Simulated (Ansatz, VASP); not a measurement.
# AlN in VASP and in Ansatz

```
Al N
1.0
     0.00000    2.04799    2.04799
     2.04799    0.00000    2.04799
     2.04799    2.04799    0.00000
Al N
1 1
Direct
  0.50000 0.50000 0.50000
  0.00000 0.00000 0.00000
```

Measurements of this composition are mostly on another form, of space group No. 186.

Alike in both runs: task single point; functional r2SCAN; k mesh 11 × 11 × 11; occupations fermi-dirac, width 0.05 eV; no spin polarisation.

```csv
,VASP,Ansatz
version,VASP 6.6.1,Ansatz 0.2.0
potentials or method,"VASP PAW PBE potentials, release 64 (Al, N)",Ansatz PAW
plane-wave cutoff (eV),520,500
valence electrons in the cell,8,8
```

```csv
,VASP,Ansatz,Ansatz less VASP
gap on the k mesh at the Fermi level (eV),5.23,5.22,-0.004
least direct gap on the mesh (eV),5.94,5.90,-0.044
pressure (GPa),-11.7,-10.9,+0.78
```

Caveats: the PAW data sets were made with another functional, which shifts forces and pressure a little (VASP); an odd mesh through Γ misses points on the zone boundary, where band edges often lie (VASP); odd divisions of the mesh miss points on the zone boundary, where band edges often lie, so the gap on the mesh can be too wide (Ansatz); the PAW data sets come from PBE, with cores solved anew for the run's functional, which leaves a small shift of forces and pressure (Ansatz). r2SCAN opens gaps a little over a GGA but as a rule still falls short of measured ones.
